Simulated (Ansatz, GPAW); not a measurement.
# 2H-WTe2 under arsenene, AB: converging a work function, part 3 of 3

Aim: the settings at which the work function of 2H-WTe2 under arsenene, AB stops moving. Where a layer proves gapped, the work function hangs on where the smearing puts the Fermi level, and the band edges take its place.

GPAW 26.7.0 and Ansatz 0.2.0; Ansatz plane waves; layer without images along its normal, relaxation of atoms and in-plane cell, with D3(BJ) dispersion (the session's first sound run).

So far, upper work function (eV): step 3 (the slab's potential) 4.36; step 6 (cutoff 700 eV) 4.36; step 9 (k mesh 14×14) 4.33; step 10 (smearing 0.01 eV) 4.61.

**12. Without the dipole layer**

Level of this step: GPAW, PAW setups; slab in vacuum (GPAW).

The dipole layer is taken out and the cell repeats along the normal.

The input, run.py:

```python
import json
import numpy as np
from ase import Atoms
from gpaw import GPAW, PW

slab = Atoms(
    ['Te', 'W', 'Te', 'As', 'As'],
    positions=[
        [0.00000, 2.04351, 8.00000],
        [-0.00000, -0.00000, 9.81031],
        [0.00000, 2.04351, 11.62376],
        [-0.00000, -0.00000, 14.65099],
        [1.76973, 1.02175, 16.05265]],
    cell=[[3.53945, 0.0, -0.0], [-1.76973, 3.06526, -0.0], [-0.0, -0.0, 24.0527]],
    pbc=[True, True, True])

slab.calc = GPAW(mode=PW(400), xc='PBE', kpts={'size': (9, 9, 1), 'gamma': True},
                 occupations={'name': 'fermi-dirac', 'width': 0.05}, nbands='140%',
                 convergence={'density': 1e-05}, maxiter=200,
                 symmetry={'tolerance': 1e-3}, txt='slab.txt')
result = {}
energy = slab.get_potential_energy()
fermi = slab.calc.get_fermi_level()
v = slab.calc.get_electrostatic_potential().mean((0, 1)) - fermi
n = slab.calc.get_pseudo_density().mean((0, 1))
L = slab.cell[2, 2]
z = np.arange(len(v)) * L / len(v)
low, high = slab.positions[:, 2].min(), slab.positions[:, 2].max()
below, above = np.interp([low - 5.8, high + 5.8], z, v)
slopes = [np.interp(x, z, np.gradient(v, z)) for x in (low - 5.8, high + 5.8)]
eps = np.array([[slab.calc.get_eigenvalues(k, s) for k in range(len(slab.calc.get_ibz_k_points()))]
                for s in range(slab.calc.get_number_of_spins())]) - fermi
top, bottom = eps[eps < 0].max(), eps[eps > 0].min()
dipole = slab.get_dipole_moment()[2]
print(f'energy {energy:.4f} eV, Fermi level {fermi:.4f} eV, dipole {dipole:.5f} e A')
print(f'potential 5.8 A off the faces, from the Fermi level: lower {below:.4f} eV, upper {above:.4f} eV')
print(f'slope of the potential there: lower {slopes[0]:.5f}, upper {slopes[1]:.5f} eV/A')
print(f'nearest levels on the mesh: {top:.4f} and {bottom:.4f} eV')
print('magnetic moment', round(slab.get_magnetic_moment(), 3))
result.update(energy=energy, fermi=fermi, dipole=dipole, below=below, above=above, slopes=slopes, edges=[top, bottom],
              z=z.tolist(), v=v.tolist(), n=n.tolist(), positions=slab.positions.tolist(),
              forces=slab.get_forces(apply_constraint=False).tolist(), moments=slab.get_magnetic_moments().tolist())
json.dump(result, open('result.json', 'w'))
```

Run with:

```console
$ OMP_NUM_THREADS=1 OPENBLAS_NUM_THREADS=1 python run.py
```

The log of the run:

```text
energy -27.4425 eV, Fermi level 1.4297 eV, dipole -0.03026 e A
potential 5.8 A off the faces, from the Fermi level: lower 4.1773 eV, upper 4.2673 eV
slope of the potential there: lower -0.02039, upper -0.02046 eV/A
nearest levels on the mesh: -0.5113 and 0.4782 eV
magnetic moment 0.0
```

The job ended after 37 s (1 thread of Intel Xeon Platinum 8375C at 2.90GHz (Ice Lake), shared host; peak memory 0.23 GiB).

The run finished. A setting was moved off its sound value on purpose, so it serves as a test and not as the result.

The fault put into the input: no dipole layer on a slab with a dipole, so the vacuum potential tilts and no work function is defined (dipole = false and pbc_z = true).

The two runs compared:

| quantity | this run | sound run | difference |
| --- | --- | --- | --- |
| dipole along the normal (e·Å) | -0.030258 | -0.017696 | -0.0126 |

The two runs differ clearly in the dipole along the normal: -0.0303 e·Å against -0.0177 e·Å.

**13. Side by side**

Results and costs are gathered.

This step: comparison of work functions, dipole and cost (GPAW 26.7.0).

Ladder, by row:

| step | code | work function, upper (eV) | work function, lower (eV) | dipole (e Å) | wall time (s) | peak memory (GiB) | threads |
| --- | --- | --- | --- | --- | --- | --- | --- |
| pw | GPAW | 4.364 | 4.082 | -0.0177 | 38.31 | 0.23 | 1 |
| ecut200 | GPAW | 4.363 | 4.075 | -0.01777 | 13.5 | 0.16 | 1 |
| ecut300 | GPAW | 4.362 | 4.08 | -0.01777 | 22 | 0.19 | 1 |
| ecut700 | GPAW | 4.364 | 4.083 | -0.01766 | 98.14 | 0.37 | 1 |
| k3 | GPAW | 4.488 | 3.917 | -0.03504 | 16.31 | 0.21 | 1 |
| k5 | GPAW | 4.349 | 4.056 | -0.01839 | 18.96 | 0.21 | 1 |
| k14 | GPAW | 4.326 | 4.048 | -0.01754 | 68.58 | 0.27 | 1 |
| smear | GPAW | 4.608 | 4.327 | -0.0177 | 38.2 | 0.23 | 1 |
| nodip | GPAW | - | - | -0.03026 | 36.86 | 0.23 | 1 |

**14. A changed run**

One more run, with changed settings.

This step: GPAW, PAW setups; slab in vacuum (GPAW 26.7.0).

Edit run.py of step 12 so:

```diff
@@ -14,3 +14,3 @@
     cell=[[3.53945, 0.0, -0.0], [-1.76973, 3.06526, -0.0], [-0.0, -0.0, 24.0527]],
-    pbc=[True, True, True])
+    pbc=[True, True, False])
 
@@ -18,3 +18,4 @@
                  occupations={'name': 'fermi-dirac', 'width': 0.05}, nbands='140%',
-                 convergence={'density': 1e-05}, maxiter=200,
+                 convergence={'density': 1e-05}, maxiter=75,
+                 poissonsolver={'dipolelayer': 'xy'},
                  symmetry={'tolerance': 1e-3}, txt='slab.txt')
@@ -28,4 +29,4 @@
 low, high = slab.positions[:, 2].min(), slab.positions[:, 2].max()
-below, above = np.interp([low - 5.8, high + 5.8], z, v)
-slopes = [np.interp(x, z, np.gradient(v, z)) for x in (low - 5.8, high + 5.8)]
+below, above = np.interp([low - 1.0, high + 1.0], z, v)
+slopes = [np.interp(x, z, np.gradient(v, z)) for x in (low - 1.0, high + 1.0)]
 eps = np.array([[slab.calc.get_eigenvalues(k, s) for k in range(len(slab.calc.get_ibz_k_points()))]
@@ -35,3 +36,3 @@
 print(f'energy {energy:.4f} eV, Fermi level {fermi:.4f} eV, dipole {dipole:.5f} e A')
-print(f'potential 5.8 A off the faces, from the Fermi level: lower {below:.4f} eV, upper {above:.4f} eV')
+print(f'potential 1.0 A off the faces, from the Fermi level: lower {below:.4f} eV, upper {above:.4f} eV')
 print(f'slope of the potential there: lower {slopes[0]:.5f}, upper {slopes[1]:.5f} eV/A')
```

The log of the run:

```text
energy -27.4423 eV, Fermi level 1.4294 eV, dipole -0.01770 e A
potential 1.0 A off the faces, from the Fermi level: lower 0.0934 eV, upper 1.5980 eV
slope of the potential there: lower -10.82086, upper 7.53406 eV/A
nearest levels on the mesh: -0.5085 and 0.4743 eV
magnetic moment 0.0
```

It took 38 s on 1 thread; peak memory 0.23 GiB.

The run finished. A setting was moved off its sound value on purpose, so it serves as a test and not as the result.

The fault put into the input: the potential probed 1 A off the face (probe = 1.0).

**15. Results**

```
work function, upper and lower face (Fermi level placed in the gap by the smearing) : 4.364 and 4.082 eV
ionisation energy from the upper face (highest filled level on the mesh)            : 4.87 eV
electron affinity from the upper face (lowest empty Kohn-Sham level on the mesh)    : 3.89 eV
dipole along the normal                                                             : -0.0177 e Å
```

What this shows: With plane waves and PBE the ionisation energy from the upper face is 4.87 eV and the Kohn-Sham electron affinity 3.89 eV. The two faces differ by 0.28 eV, the step that the slab's dipole makes (e p/(ε0 A) gives 0.30 eV), so the dipole layer is needed. The levels nearest the Fermi level on the mesh lie 0.983 eV apart, so the slab is gapped there: the smearing puts the Fermi level inside the gap, and from either face the ionisation energy is the work function plus 0.51 eV. Both are Kohn-Sham levels on the mesh, and semilocal gaps are too small, so the affinity tends to come out too large and the ionisation energy too small. Work functions of a gapped slab move with the place of the Fermi level in the gap; over the runs without a planted fault the highest filled level on the mesh lies 4.82 (k14) to 4.91 eV (k3) under the upper vacuum level. The layers' spacing was relaxed with a D3(BJ) dispersion term, which the later single points do not need. With elements this heavy, spin-orbit coupling can move band edges by tenths of an eV. The two layers were forced onto one 1×1 cell, so each is strained from its own lattice constant, in some pairs by much; the numbers describe this forced stack. The layer's cell and atoms come from the relaxation; spin-orbit coupling and temperature are left out.

[Logs are printed without paths, hosts, clocks, repeated set-up lines and the standing remarks that a program may print on its own settings, such as how far it seeks lower states.]

[Hosts, paths, dates, database ids (printed as entryN), source tags and the programs' standing remarks are cut or masked in the printed files.]
